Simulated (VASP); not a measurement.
# Al (Fm-3m) in VASP: notebook

Aim: see how the results for Al move with the level of theory and the settings. Levels: r2SCAN+D3(BJ), r2SCAN. Tasks: relaxation of cell and atoms, relaxation of the atoms.

All numbers are computed with VASP 6.6.1; they aren't measurements. Logs are shortened: lines on timing, memory, paths and dates and some standing lists are left out, and cuts for length are marked.

## (1) The structure

It takes space group Fm-3m (No. 225, cubic). Conventional cell: a = 4.050 Å, b = 4.050 Å, c = 4.050 Å, α = 90.00°, β = 90.00°, γ = 90.00°. Al (site symmetry m-3m) has 12 Al at 2.86 Å as nearest neighbours.

## (2) Relaxation of cell and atoms, r2SCAN+D3(BJ)

The input, INCAR:

```
SYSTEM = Al
  ALGO = Normal
  EDIFF = 1E-6
  EDIFFG = -0.01
  ENCUT = 600
  IBRION = 2
  ISIF = 3
  ISMEAR = 1
  IVDW = 12
  LASPH = .True.
  LCHARG = .False.
  LMIXTAU = .True.
  LREAL = .False.
  LWAVE = .False.
  METAGGA = R2SCAN
  NELM = 60
  NSW = 40
  PREC = Accurate
  SIGMA = 0.1
  VDW_A1 = 0.49484001
  VDW_A2 = 5.73083694
  VDW_S6 = 1.0
  VDW_S8 = 0.78981345
```

The input, KPOINTS:

```
k-points
0
Gamma
  11 11 11
  0 0 0
```

The input, POSCAR:

```
Al
1.0
    0.0000000000      2.0248050000      2.0248050000
    2.0248050000      0.0000000000      2.0248050000
    2.0248050000      2.0248050000      0.0000000000
Al
1
Direct
    0.0000000000      0.0000000000      0.0000000000
```

Potentials or basis: VASP PAW PBE potentials, release 64 (Al).

The run is started by

```sh
> cat potpaw_PBE.64/Al/POTCAR > POTCAR
> mpirun -np 1 vasp_std > vasp.out
```

OUTCAR:

```text
SYSTEM = Al
   EDIFF = 1E-6
   EDIFFG = -0.01
   ENCUT = 600
   IBRION = 2
   ISIF = 3
   ISMEAR = 1
   IVDW = 12
   LASPH = .True.
   LREAL = .False.
   METAGGA = R2SCAN
   NELM = 60
   NSW = 40
   PREC = Accurate
 IVDW          = 12

 ion  position               nearest neighbor table
   1  0.000  0.000  0.000-

  LATTYP: Found a face centered cubic cell.
 ALAT       =     4.0496100000

  Lattice vectors:

 A1 = (   0.0000000000,   2.0248050000,   2.0248050000)
 A2 = (   2.0248050000,   0.0000000000,   2.0248050000)
 A3 = (   2.0248050000,   2.0248050000,   0.0000000000)

Analysis of symmetry for initial positions (statically):
=====================================================================
 Subroutine PRICEL returns:
 Original cell was already a primitive cell.

 Routine SETGRP: Setting up the symmetry group for a
 face centered cubic supercell.

 Subroutine GETGRP returns: Found 48 space group operations
 (whereof 48 operations were pure point group operations)
 out of a pool of 48 trial point group operations.

The static configuration has the point symmetry O_h .

Analysis of symmetry for dynamics (positions and initial velocities):
=====================================================================
 Subroutine PRICEL returns:
 Original cell was already a primitive cell.

 Routine SETGRP: Setting up the symmetry group for a
 face centered cubic supercell.

 Subroutine GETGRP returns: Found 48 space group operations
 (whereof 48 operations were pure point group operations)
 out of a pool of 48 trial point group operations.

The dynamic configuration has the point symmetry O_h .

 Subroutine INISYM returns: Found 48 space group operations
 (whereof 48 operations are pure point group operations),
 and found     1 'primitive' translations

----------------------------------------------------------------------------------------

                                     Primitive cell

  volume of cell :      16.6027

  direct lattice vectors                    reciprocal lattice vectors
     0.000000000  2.024805000  2.024805000    -0.246937359  0.246937359  0.246937359
     2.024805000  0.000000000  2.024805000     0.246937359 -0.246937359  0.246937359
     2.024805000  2.024805000  0.000000000     0.246937359  0.246937359 -0.246937359

  length of vectors
     2.863506692  2.863506692  2.863506692     0.427708053  0.427708053  0.427708053

  position of ions in fractional coordinates (direct lattice)
     0.000000000  0.000000000  0.000000000

  ion indices of the primitive-cell ions
   primitive index   ion index
                 1           1

----------------------------------------------------------------------------------------

 KPOINTS: k-points

Automatic generation of k-mesh.
 Grid dimensions read from file:
 generate k-points for:   11   11   11

 Generating k-lattice:

  Cartesian coordinates                     Fractional coordinates (reciprocal lattice)
    -0.022448851  0.022448851  0.022448851     0.090909091  0.000000000  0.000000000
     0.022448851 -0.022448851  0.022448851     0.000000000  0.090909091  0.000000000
     0.022448851  0.022448851 -0.022448851     0.000000000  0.000000000  0.090909091

  Length of vectors
     0.038882550  0.038882550  0.038882550

  Shift w.r.t. Gamma in fractional coordinates (k-lattice)
     0.000000000  0.000000000  0.000000000

 Subroutine IBZKPT returns following result:
 ===========================================

 Found     56 irreducible k-points:

 Following reciprocal coordinates:
            Coordinates               Weight
  0.000000  0.000000  0.000000      1.000000
  0.090909  0.000000  0.000000      8.000000
  0.181818  0.000000  0.000000      8.000000
  0.272727  0.000000  0.000000      8.000000
  0.363636  0.000000  0.000000      8.000000
  0.454545  0.000000  0.000000      8.000000
[... 16 lines left out ...]
 -0.272727  0.181818  0.000000     24.000000
 -0.181818  0.181818  0.000000     12.000000
 [... further k-points ...]
   k-points           NKPTS =     56   k-points in BZ     NKDIM =     56   number of bands    NBANDS=      5
   number of dos      NEDOS =    301   number of ions     NIONS =      1
   total plane-waves  NPLWV =  13824
   dimension x,y,z NGX =    24 NGY =   24 NGZ =   24
   dimension x,y,z NGXF=    48 NGYF=   48 NGZF=   48
   ions per type =               1
   NGX,Y,Z   is equivalent  to a cutoff of  13.93, 13.93, 13.93 a.u.
   NGXF,Y,Z  is equivalent  to a cutoff of  27.87, 27.87, 27.87 a.u.
 SYSTEM =  Al
   PREC   = accura    normal or accurate (medium, high low for compatibility)
   ISTART =      0    job   : 0-new  1-cont  2-samecut
   ICHARG =      2    charge: 1-file 2-atom 10-const
   ISPIN  =      1    spin polarized calculation?
   LNONCOLLINEAR =      F non collinear calculations
   LSORBIT =      F    spin-orbit coupling
   LASPH  =      T    aspherical Exc in radial PAW
   ENCUT  =  600.0 eV  44.10 Ry    6.64 a.u.   5.72  5.72  5.72*2*pi/ulx,y,z
   NELM   =     60;   NELMIN=  2; NELMDL= -5     # of ELM steps
   EDIFF  = 0.1E-05   stopping-criterion for ELM
   LREAL  =      F    real-space projection
   EDIFFG = -.1E-01   stopping-criterion for IOM
   NSW    =     40    number of steps for IOM
   IBRION =      2    ionic relax: 0-MD 1-quasi-New 2-CG
   NFREE  =      1    steps in history (QN), initial steepest desc. (CG)
   ISIF   =      3    stress and relaxation
   ISYM   =      2    0-nonsym 1-usesym 2-fastsym
   POTIM  = 0.5000    time-step for ionic-motion
   TEBEG  =    0.0;   TEEND  =   0.0 temperature during run
   PSTRESS=    0.0 pullay stress
   NELECT =       3.0000    total number of electrons
   NUPDOWN=      -1.0000    fix difference up-down
   EMIN   =  10.00;   EMAX   =-10.00  energy-range for DOS
   EFERMI =   0.00;   METHOD = LEGACY
   ISMEAR =     1;   SIGMA  =   0.10  broadening in eV -4-tet -1-fermi 0-gaus
   EFERMI_NEDOS =   21; number of points for ismear=-14 and -15
   IALGO  =     38    algorithm
   IMIX   =      4    mixing-type and parameters
     AMIX     =   0.40;   BMIX     =  1.00
     AMIX_MAG =   1.60;   BMIX_MAG =  1.00
  volume/ion in A,a.u.               =      16.60       112.04
  Fermi-wavevector in a.u.,A,eV,Ry     =   0.925526  1.748991 11.654733  0.856599
  Thomas-Fermi vector in A             =   2.051390
   LORBIT       =      0    0 simple, 1 ext, 2 COOP (PROOUT), +10 PAW based schemes
   METAGGA = R2SCAN    functional components
   LHFCALC =     F    Hartree Fock is set to
   AEXX    =    0.0000 exact exchange contribution
   IVDW    =    12    specifies the selected vdW correction
   LEPSILON=     F    determine dielectric tensor
   LRPA    =     F    only Hartree local field effects (RPA)
 conjugate gradient relaxation of ions
 non-spin polarized calculation
 Methfessel and Paxton  Order N= 1 SIGMA  =   0.10
  energy-cutoff  :      600.00
  volume of cell :       16.60
 maximum number of plane-waves:       564
   NGX = 11   NGY = 11   NGZ = 11

--------------------------------------- Ionic step        1  -------------------------------------------

 number of electron       3.0000000 magnetization

 Free energy of the ion-electron system (eV)
  ---------------------------------------------------
  ext. energy  EPLUGINS =         0.00000000
  ---------------------------------------------------
  free energy    TOTEN  =        -6.73577855 eV

  energy without entropy =       -6.73509961  energy(sigma->0) =       -6.73555224

------------------------ aborting loop because EDIFF is reached ----------------------------------------

 Edisp (eV)   -0.15831

 E8    (eV) :    -0.0561

  FORCE on cell =-STRESS in cart. coord.  units (eV):
  Direction    XX          YY          ZZ          XY          YZ          ZX
  --------------------------------------------------------------------------------------
  -------------------------------------------------------------------------------------
  Total      -0.53973    -0.53973    -0.53973    -0.00000     0.00000     0.00000
  in kB     -52.08425   -52.08425   -52.08425    -0.00000     0.00000     0.00000
  external pressure =      -52.08 kB  Pullay stress =        0.00 kB

 VOLUME and BASIS-vectors are now :
 -----------------------------------------------------------------------------
  energy-cutoff  :      600.00
  volume of cell :       16.60
      direct lattice vectors                 reciprocal lattice vectors
     0.000000000  2.024805000  2.024805000    -0.246937359  0.246937359  0.246937359
     2.024805000  0.000000000  2.024805000     0.246937359 -0.246937359  0.246937359
     2.024805000  2.024805000  0.000000000     0.246937359  0.246937359 -0.246937359
[... 40 lines left out ...]
 POSITION                                       TOTAL-FORCE (eV/Angst)
 -----------------------------------------------------------------------------------
      0.00000      0.00000      0.00000         0.000000      0.000000      0.000000
 -----------------------------------------------------------------------------------
    total drift:                               -0.000000     -0.000000     -0.000000

  FREE ENERGIE OF THE ION-ELECTRON SYSTEM (eV)
  ---------------------------------------------------
  free  energy   TOTEN  =        -6.9102611741 eV

  energy  without entropy=       -6.9094368964  energy(sigma->0) =       -6.90998641

--------------------------------------- Ionic step        3  -------------------------------------------

 number of electron       3.0000000 magnetization

 Free energy of the ion-electron system (eV)
  ---------------------------------------------------
  ext. energy  EPLUGINS =         0.00000000
  ---------------------------------------------------
  free energy    TOTEN  =        -6.74278114 eV

  energy without entropy =       -6.74214017  energy(sigma->0) =       -6.74256748

 E-fermi :   8.6203     XC(G=0): -11.1198

 val. band max:        8.5996882302   @ k =  -0.3636   0.3636   0.0000
 cond. band min:       8.6558454514   @ k =   0.4545   0.1818   0.0909
 fundamental gap:      0.0561572213
 Fermi energy:         8.6203404901

 k-point     1 :       0.0000    0.0000    0.0000
  band No.  band energies     occupation
      1      -3.6286      2.00000
      2      22.2676      0.00000
      3      22.2676      0.00000
      4      22.2676      0.00000
      5      24.6368      0.00000

 k-point     2 :       0.0909    0.0000    0.0000
  band No.  band energies     occupation
      1      -3.3811      2.00000
      2      19.2313      0.00000
      3      21.7320      0.00000
      4      21.7320      0.00000
      5      25.0588      0.00000

 k-point     3 :       0.1818    0.0000    0.0000
  band No.  band energies     occupation
      1      -2.6411      2.00000
      2      15.2452      0.00000
      3      21.0147      0.00000
      4      21.0147      0.00000
      5      24.7080      0.00000
[... 153 lines left out ...]
 k-point    23 :      -0.2727    0.1818    0.0000
  band No.  band energies     occupation
      1       0.5188      2.00000
      2       9.8536     -0.00000
      3      13.7106      0.00000
      4      20.0262      0.00000
      5      22.2111      0.00000

 k-point    24 :      -0.1818    0.1818    0.0000
  band No.  band energies     occupation
      1      -1.0111      2.00000
      2      12.7291      0.00000
      3      14.5802      0.00000
      4      21.7810      0.00000
      5      23.9798      0.00000

 [... further k-points ...]

------------------------ aborting loop because EDIFF is reached ----------------------------------------

 Edisp (eV)   -0.16875

 E8    (eV) :    -0.0598

  FORCE on cell =-STRESS in cart. coord.  units (eV):
  Direction    XX          YY          ZZ          XY          YZ          ZX
  --------------------------------------------------------------------------------------
  -------------------------------------------------------------------------------------
  Total       0.00329     0.00329     0.00329    -0.00000    -0.00000     0.00000
  in kB       0.33784     0.33784     0.33784    -0.00000    -0.00000     0.00000
  external pressure =        0.34 kB  Pullay stress =        0.00 kB

 VOLUME and BASIS-vectors are now :
 -----------------------------------------------------------------------------
  energy-cutoff  :      600.00
  volume of cell :       15.59
      direct lattice vectors                 reciprocal lattice vectors
    -0.000000000  1.982860997  1.982860997    -0.252160893  0.252160893  0.252160893
     1.982860997  0.000000000  1.982860997     0.252160893 -0.252160893  0.252160893
     1.982860997  1.982860997  0.000000000     0.252160893  0.252160893 -0.252160893

 POSITION                                       TOTAL-FORCE (eV/Angst)
 -----------------------------------------------------------------------------------
      0.00000      0.00000      0.00000        -0.000000     -0.000000     -0.000000
 -----------------------------------------------------------------------------------
    total drift:                                0.000000     -0.000000      0.000000

  FREE ENERGIE OF THE ION-ELECTRON SYSTEM (eV)
  ---------------------------------------------------
  free  energy   TOTEN  =        -6.9115283771 eV

  energy  without entropy=       -6.9108874119  energy(sigma->0) =       -6.91131472

 reached required accuracy - stopping structural energy minimisation
```

It took 2.7 min on 1 thread of AMD EPYC, shared host; peak memory 0.11 GiB.

Results:

- Free energy: -6.9115 eV
- Relaxed volume: 15.59 Å³/atom
- Relaxed cell: a = 2.804 Å, b = 2.804 Å, c = 2.804 Å, α = 60.00°, β = 60.00°, γ = 60.00°
- Space group after relaxing (to 0.05 Å): Fm-3m (No. 225)
- Energy gained by relaxing: 17.4 meV/atom
- Ionic steps: 3
- Pressure after relaxing: 0.0 GPa
- Band gap on the k mesh: none (metal or under the smearing width)
- Dispersion energy per atom: -0.169 eV

Step by step:
| step | energy change (eV) | largest force (eV/Å) | pressure (GPa) | volume (Å³) |
| --- | --- | --- | --- | --- |
| 1 | 0.0000 | 0.0000 | -5.21 | 16.60 |
| 2 | -0.0162 | 0.0000 | 1.66 | 15.34 |
| 3 | -0.0174 | 0.0000 | 0.03 | 15.59 |

Final structure:
```
Al
1.0
     0.00000    1.98286    1.98286
     1.98286    0.00000    1.98286
     1.98286    1.98286    0.00000
Al
1
Cartesian
  0.0000 0.0000 0.0000
```

Caveat: the PAW data sets were made with another functional, which shifts forces and pressure a little; pairwise dispersion overbinds metals, which lowers pressure and volume.

## (3) Relaxation of the atoms, r2SCAN (cell strained at random at fixed volume)

The input, run.py:

```python
from ase.calculators.vasp import Vasp
from ase.io import read

atoms = read('POSCAR')
calc = Vasp(
    directory='calc',
    xc='r2scan',
    pp='PBE',
    setups='recommended',
    prec='Accurate',
    encut=520,
    ediff=1e-06,
    ismear=1,
    sigma=0.1,
    lreal=False,
    lasph=True,
    nelm=80,
    algo='Normal',
    isif=2,
    lwave=False,
    lcharg=False,
    lmixtau=True,
    ibrion=2,
    nsw=60,
    ediffg=-0.005,
    kpts=[8, 8, 8],
    gamma=True,
)
atoms.calc = calc

print('energy (eV):', atoms.get_potential_energy())
print('free energy (eV):', atoms.get_potential_energy(force_consistent=True))
print('forces (eV/A):')
print(atoms.get_forces())
print('stress (eV/A^3, Voigt):', atoms.get_stress())
print('Fermi level (eV):', calc.get_fermi_level())
print('cell (A, degrees):', atoms.cell.cellpar())
print('volume (A^3):', atoms.get_volume())
print('scaled positions:')
print(atoms.get_scaled_positions())
```

The input, POSCAR:

```
Al
1.0
   -0.0307750000      2.0160770000      2.0584800000
    1.9865620000     -0.0172490000      2.0449540000
    1.9831430000      1.9991320000     -0.0138300000
Al
1
Direct
   -0.0156030000      0.0086180000      0.0063760000
```

Potentials or basis: VASP PAW PBE potentials, release 64 (Al).

The run is started by

```sh
> python run.py
```

Wall time 5.4 min (1 thread of AMD EPYC, shared host); peak memory 0.11 GiB.

The run converged. Its results:

```yaml
Free_energy: -6.7165 eV
Pressure_after_relaxing: -3.4 GPa
Band_gap_on_the_k_mesh: none (metal or under the smearing width)
```

Stress tensor (GPa, compression positive):
```
-1.41  1.18 -0.20
 1.18 -2.44  1.11
-0.20  1.11 -6.46
```

Final structure:
```xyz
1
Lattice="-0.0308 2.0161 2.0585 1.9866 -0.0172 2.0450 1.9831 1.9991 -0.0138" Properties=species:S:1:pos:R:3 pbc="T T T"
Al   -0.0005    1.9972    2.0439
```

Levels at points of the mesh, in eV from the Fermi level:
```
           k point  band 1  band 2  band 3  band 4  band 5
(0.00, 0.00, 0.00)  -11.74   12.99   13.27   13.79   14.74
(0.50, 0.00, 0.00)   -5.00   -4.67   11.82   12.11   12.71
(0.00, 0.50, 0.00)   -4.93   -4.50   11.58   11.80   12.65
(0.50, 0.50, 0.00)   -3.34   -1.94    5.71    6.02    6.68
(0.00, 0.00, 0.50)   -4.91   -4.45   11.88   12.02   12.28
(0.50, 0.00, 0.50)   -3.03   -1.50    5.47    5.67    6.22
(0.00, 0.50, 0.50)   -2.90   -1.33    5.37    5.71    5.87
(0.50, 0.50, 0.50)   -4.83   -4.27   11.71   11.73   12.13
```

Caveat: the relaxation stopped at its first step, so nothing moved; the PAW data sets were made with another functional, which shifts forces and pressure a little.

## (4) The reference run

An earlier run on the cell as given: functional PBE; potentials or basis VASP PAW PBE potentials, release 64 (Al); cutoff 520 eV; k mesh 11 × 11 × 11; occupations fermi-dirac, width 0.05 eV; no spin polarisation.

* Pressure: -0.5 GPa
* Band gap on the k mesh: none (metal or under the smearing width)

## (5) The runs side by side

| task | level | cell | k mesh | cutoff (eV) | smearing | optimiser | gap on the mesh (eV) | pressure (GPa) |
| --- | --- | --- | --- | --- | --- | --- | --- | --- |
| relaxation of cell and atoms | r2SCAN+D3(BJ) | relaxed | 11 × 11 × 11 | 600 | methfessel-paxton 0.1 eV | - | none | 0.0 |
| relaxation of the atoms | r2SCAN | atoms relaxed from: cell strained at random at fixed volume | 8 × 8 × 8 | 520 | methfessel-paxton 0.1 eV | vasp | none | -3.4 |
| single point | PBE | as given | 11 × 11 × 11 | 520 | fermi-dirac 0.05 eV | - | none | -0.5 |

Alike in all rows: potentials or basis VASP PAW PBE potentials, release 64 (Al); no spin polarisation.

Caveats: the PAW data sets were made with another functional, which shifts forces and pressure a little (some runs); pairwise dispersion overbinds metals, which lowers pressure and volume (some runs); the relaxation stopped at its first step, so nothing moved (some runs).

Absolute energies hang on the potentials; compare differences alone.

## (6) Against experiment

Step 2. The cell as given is a measured one (16.60 Å³/atom); r2SCAN+D3(BJ) puts the equilibrium volume -6.1 % from it, thermal expansion not counted.
